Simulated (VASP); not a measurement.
# Mo (R-3m) in VASP: further runs, part 2 of 2

VASP 6.6.1. The steps go on from the part before.

## 3. Relaxation of cell and atoms, r2SCAN

This run uses another cell than the first one, of 16.21 Å³/atom, 1.039 times its volume.

POSCAR

```
Mo
1.0
    3.6715931285      0.0000000000      0.0000000000
   -1.8357965643      3.1796929216      0.0000000000
    0.0000000000      0.0000000000      4.1655453103
Mo
3
Direct
    0.2254000000      0.0000000000      0.3333333333
    0.0000000000      0.2254000000      0.6666666667
    0.7746000000      0.7746000000      0.0000000000
```

INCAR.step1

```
ALGO     = Normal         # electronic algorithm
EDIFF    = 1E-4           # SCF threshold, eV
ENCUT    = 600            # plane-wave cutoff, eV
GGA      = PE             # functional
ISMEAR   = 0              # smearing method
LASPH    = True           # aspherical terms in the spheres
LCHARG   = False          # write CHGCAR
LREAL    = False          # projectors in reciprocal space
LWAVE    = True           # write WAVECAR
NELM     = 100            # most SCF steps
PREC     = Accurate       # precision mode
SIGMA    = 0.1            # smearing width, eV
```

INCAR.step2

```
ALGO     = Normal         # electronic algorithm
EDIFF    = 1E-7           # SCF threshold, eV
EDIFFG   = -0.04          # ionic threshold
ENCUT    = 600            # plane-wave cutoff, eV
IBRION   = 2              # ionic algorithm
ISIF     = 3              # what is computed and relaxed
ISMEAR   = 0              # smearing method
ISTART   = 1            
LASPH    = True           # aspherical terms in the spheres
LCHARG   = False          # write CHGCAR
LMIXTAU  = True         
LREAL    = False          # projectors in reciprocal space
LWAVE    = False          # write WAVECAR
METAGGA  = R2SCAN         # meta-GGA
NELM     = 100            # most SCF steps
NSW      = 90             # ionic steps
PREC     = Accurate       # precision mode
SIGMA    = 0.1            # smearing width, eV
```

KPOINTS

```
k-points
0
Gamma
  6 6 4
```

Potentials or basis: VASP PAW PBE potentials, release 64 (Mo_sv).

On the command line:

```console
$ cat potpaw_PBE.64/Mo_sv/POTCAR > POTCAR
$ cp INCAR.step1 INCAR
$ mpirun -np 1 vasp_std > vasp.out
$ cp INCAR.step2 INCAR
$ mpirun -np 1 vasp_std > vasp.out
```

OUTCAR:

```text
EDIFF = 1E-7
   EDIFFG = -0.04
   ENCUT = 600
   IBRION = 2
   ISIF = 3
   ISMEAR = 0
   ISTART = 1
   LASPH = True
   LREAL = False
   METAGGA = R2SCAN
   NELM = 100
   NSW = 90
   PREC = Accurate

 ion  position               nearest neighbor table
   1  0.225  0.000  0.333-   3 2.00   2 2.00   3 2.89   3 2.89   2 2.89   2 2.89   2 3.13   3 3.13

   2  0.000  0.225  0.667-   3 2.00   1 2.00   3 2.89   3 2.89   1 2.89   1 2.89   1 3.13   3 3.13

   3  0.775  0.775  0.000-   2 2.00   1 2.00   1 2.89   2 2.89   2 2.89   1 2.89   2 3.13   1 3.13

  LATTYP: Found a hexagonal cell.
 ALAT       =     3.6715931285
 C/A-ratio  =     1.1345334748

  Lattice vectors:

 A1 = (   3.6715931285,   0.0000000000,   0.0000000000)
 A2 = (  -1.8357965643,   3.1796929216,   0.0000000000)
 A3 = (   0.0000000000,   0.0000000000,   4.1655453103)

Analysis of symmetry for initial positions (statically):
=====================================================================
 Subroutine PRICEL returns:
 Original cell was already a primitive cell.

 Routine SETGRP: Setting up the symmetry group for a
 hexagonal supercell.

 Subroutine GETGRP returns: Found  6 space group operations
[... 164 lines left out ...]
 Free energy of the ion-electron system (eV)
  ---------------------------------------------------
  ext. energy  EPLUGINS =         0.00000000
  ---------------------------------------------------
  free energy    TOTEN  =       -68.83572335 eV

  energy without entropy =      -68.81737419  energy(sigma->0) =      -68.82654877

------------------------ aborting loop because EDIFF is reached ----------------------------------------

  FORCE on cell =-STRESS in cart. coord.  units (eV):
  Direction    XX          YY          ZZ          XY          YZ          ZX
  --------------------------------------------------------------------------------------
  -------------------------------------------------------------------------------------
  Total       16.8570704     16.8570704     30.1892572     -0.0000000      0.0000000      0.0000000
  in kB      555.3683044    555.3683044    994.6067871     -0.0000000      0.0000000      0.0000000
  external PRESSURE =     701.7811320 kB  Pullay stress =       0.0000000 kB
[... 1453 lines left out ...]
     24       9.0994      1.82624
     25      11.5040      0.00000

[... ionic steps 4 to 22 ...]

--------------------------------------- Ionic step       23  -------------------------------------------

 number of electron      41.9999991 magnetization

------------------------ aborting loop because EDIFF is reached ----------------------------------------
[... 69 lines left out ...]
--------------------------------------- Ionic step       25  -------------------------------------------

 number of electron      41.9999997 magnetization

 Free energy of the ion-electron system (eV)
  ---------------------------------------------------
  ext. energy  EPLUGINS =         0.00000000
  ---------------------------------------------------
  free energy    TOTEN  =       -78.19570550 eV

  energy without entropy =      -78.18973100  energy(sigma->0) =      -78.19271825

 E-fermi :  12.5747     XC(G=0): -14.6114

 val. band max:       12.4503212650   @ k =   0.3333   0.0000   0.5000
 cond. band min:      12.5770688160   @ k =   0.3333   0.1667   0.2500
 fundamental gap:      0.1267475511
 Fermi energy:        12.5747292072
[... 700 lines left out ...]
  FREE ENERGIE OF THE ION-ELECTRON SYSTEM (eV)
  ---------------------------------------------------
  free  energy   TOTEN  =       -78.1957055038 eV

  energy  without entropy=      -78.1897310026  energy(sigma->0) =      -78.19271825

 reached required accuracy - stopping structural energy minimisation
```

OUTCAR.step1:

```text
EDIFF = 1E-4
   ENCUT = 600
   GGA = PE
   ISMEAR = 0
[... 901 lines left out ...]
      0.82758      0.00000      1.38852        12.063385      0.000000      0.000000
     -0.41379      0.71670      2.77703        -6.031692     10.447198     -0.000000
      1.42201      2.46299      0.00000        -6.031692    -10.447198      0.000000
 -----------------------------------------------------------------------------------
    total drift:                                0.000000     -0.000000     -0.000000

  FREE ENERGIE OF THE ION-ELECTRON SYSTEM (eV)
  ---------------------------------------------------
  free  energy   TOTEN  =       -23.4410660376 eV

  energy  without entropy=      -23.4223768217  energy(sigma->0) =      -23.43172143
```

OSZICAR.step1:

```text
N       E                     dE             d eps       ncg     rms          rms(c)
DAV:   1     0.562742144841E+03    0.56274E+03   -0.29223E+04  1200   0.196E+03
DAV:   2    -0.397836510351E+01   -0.56672E+03   -0.56101E+03  1310   0.578E+02
DAV:   3    -0.237598796407E+02   -0.19782E+02   -0.19151E+02  1638   0.969E+01
DAV:   4    -0.240184418426E+02   -0.25856E+00   -0.25630E+00  1271   0.101E+01
DAV:   5    -0.240220745814E+02   -0.36327E-02   -0.36282E-02  1563   0.118E+00    0.553E+01
DAV:   6    -0.235391899678E+02    0.48288E+00   -0.76220E-01  1302   0.812E+00    0.301E+01
DAV:   7    -0.234483033729E+02    0.90887E-01   -0.58419E-01  1388   0.623E+00    0.143E+00
DAV:   8    -0.234410116662E+02    0.72917E-02   -0.60926E-02  1264   0.267E+00    0.276E-01
DAV:   9    -0.234410667549E+02   -0.55089E-04   -0.17328E-03  1543   0.450E-01    0.577E-02
DAV:  10    -0.234410660376E+02    0.71730E-06   -0.69178E-05   668   0.980E-02
   1 F= -.23441066E+02 E0= -.23431721E+02  d E =-.186892E-01
```

It took 59 min on 1 thread of Intel Xeon Platinum 8259CL at 2.50GHz (Skylake/Cascade Lake), shared host; peak memory 0.22 GiB.

What came out:

| Item | Value |
| --- | --- |
| Free energy | -78.1957 eV |
| Relaxed volume | 15.68 Å³/atom |
| Relaxed cell | a = 4.417 Å, b = 4.417 Å, c = 2.783 Å, α = 90.00°, β = 90.00°, γ = 120.00° |
| Space group after relaxing (to 0.05 Å) | R-3m (No. 166) |
| Energy gained by relaxing | 3120.0 meV/atom |
| Ionic steps | 25 |
| Pressure after relaxing | -0.2 GPa |
| Largest force after relaxing | 0.030 eV/Å |
| Band gap on the k mesh | none (metal or under the smearing width) |

Forces in eV/Å, atoms in the order of the input:
```
Mo   0.030  0.000  0.000
Mo  -0.015  0.026  0.000
Mo  -0.015 -0.026  0.000
```

Step by step:
| step | energy change (eV) | largest force (eV/Å) | pressure (GPa) | volume (Å³) |
| --- | --- | --- | --- | --- |
| 1 | 0.0000 | 11.7832 | 70.18 | 48.63 |
| 2 | 5.6426 | 0.5199 | -26.84 | 116.71 |
| 3 | 1.0419 | 0.0416 | -33.57 | 91.78 |
| 4 | -2.1909 | 0.1500 | -33.41 | 76.53 |
| 5 | -4.6572 | 1.2607 | -17.82 | 61.57 |
| 6 | -4.6963 | 3.1230 | -1.40 | 56.37 |
| 7 | -4.7867 | 2.1206 | -10.18 | 58.75 |
| 8 | -4.7869 | 2.2183 | -9.32 | 58.48 |
| 9 | -5.5995 | 1.3253 | 2.31 | 52.25 |
| 10 | -5.6878 | 0.9629 | 10.39 | 49.99 |
| 11 | -6.2247 | 0.1020 | 1.07 | 51.23 |
| 12 | -6.4867 | 1.4887 | -4.01 | 52.34 |
| 13 | -7.0762 | 2.0966 | -4.82 | 51.85 |
| 14 | -7.7671 | 2.9728 | 13.07 | 47.67 |
| 15 | -7.8749 | 2.5243 | -2.04 | 50.19 |
| 16 | -7.9854 | 2.6291 | 0.89 | 49.45 |
| 17 | -8.5422 | 2.2181 | -5.75 | 49.68 |
| 18 | -8.8651 | 1.3869 | -10.48 | 49.77 |
| 19 | -9.1706 | 0.6670 | 5.85 | 46.22 |
| 20 | -9.1710 | 0.6142 | 6.73 | 46.08 |
| 21 | -9.3429 | 0.3920 | 2.99 | 46.53 |
| 22 | -9.3437 | 0.3324 | 3.10 | 46.50 |
| 23 | -9.3541 | 0.0755 | -2.64 | 47.45 |
| 24 | -9.3556 | 0.1398 | -1.18 | 47.20 |
| 25 | -9.3600 | 0.0304 | -0.19 | 47.03 |

Final structure:
```
CELL_PARAMETERS angstrom
4.41726 0.00000 0.00000
-2.20863 3.82546 0.00000
0.00000 0.00000 2.78340
ATOMIC_POSITIONS crystal
Mo 0.33299 0.00000 0.33333
Mo 0.00000 0.33299 0.66667
Mo 0.66701 0.66701 0.00000
```

Caveat: the k mesh is coarse (spacing up to 0.38 Å⁻¹), so the values aren't converged; the PAW data sets were made with another functional, which shifts forces and pressure a little.
